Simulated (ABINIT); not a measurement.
**Te2Mo: relaxation of cell and atoms with PBEsol**

Te2Mo, a slab with vacuum:

```
Te Mo
1.0
     3.56023    0.00000    0.00000
    -1.78012    3.08325    0.00000
     0.00000    0.00000   17.52406
Te Mo
2 1
Direct
  0.33333 0.66667 0.10214
  0.33333 0.66667 0.89786
  0.00000 0.00000 0.00000
```

- Program: ABINIT 10.8.3 (patched build)
- Task: relaxation of cell and atoms
- Functional: PBEsol
- Potentials or basis: JTH PAW PBE v2.0
- Cutoff: 408 eV
- k mesh: 9 × 9 × 2
- Occupations: fermi-dirac, width 0.05 eV
- Spin: no spin polarisation
- Cell freedom (optcell): 2
- Cutoff smearing ecutsm (Ha): 0.5
- Optimiser (ionmov): 2
- Force stop (Ha/bohr): 0.0001
- Fine-grid cutoff: 816.342 eV

| Property | Result |
| --- | --- |
| Relaxed volume | 62.35 Å³/atom |
| Relaxed cell | a = 3.504 Å, b = 3.504 Å, c = 17.593 Å, α = 90.00°, β = 90.00°, γ = 120.00° |
| Space group after relaxing (to 0.05 Å) | P-6m2 (No. 187) |
| Energy gained by relaxing | 6.1 meV/atom |
| Ionic steps | 7 |
| Band gap on the k mesh | 1.18 eV, direct |
| Valence electrons inside the program's atomic spheres | Te 3.17; Mo 11.27 |

Step by step:
```
step  energy change (eV)  largest force (eV/Å)  pressure (GPa)  volume (Å³)
   1              0.0000                0.0364           -0.70       192.36
   2             -0.0024                0.0096           -0.60       191.95
   3             -0.0133                0.1748            0.07       188.66
   4             -0.0149                0.1815            0.17       187.89
   5             -0.0173                0.1230            0.22       186.85
   6             -0.0182                0.0432            0.12       186.74
   7             -0.0184                0.0001            0.02       187.04
```

Final structure:
```xyz
3
Lattice="3.5037 0.0000 0.0000 -1.7518 3.0343 0.0000 0.0000 0.0000 17.5933" Properties=species:S:1:pos:R:3 pbc="T T T"
Te    0.0000    2.0228    1.8093
Te    0.0000    2.0228   15.7841
Mo    0.0000    0.0000    0.0000
```

Levels at points of the mesh, in eV from the valence-band top:
| k point | band 11 | band 12 | band 13 | band 14 | band 15 | band 16 |
| --- | --- | --- | --- | --- | --- | --- |
| (0.00, 0.00, 0.00) | -0.84 | -0.84 | -0.56 | 3.19 | 3.19 | 3.46 |
| (0.00, 0.00, 0.50) | -0.84 | -0.84 | -0.56 | 3.19 | 3.19 | 3.46 |

It took 16 min on 1 thread of Arm Neoverse V1 (shared host), peak memory 0.21 GiB.

Caveat: the PAW data sets were made with another functional, which shifts forces and pressure a little; spin-orbit coupling is left out, which moves the levels of the heavy elements. A hybrid or GW would open this gap; PBEsol tends to underestimate it.
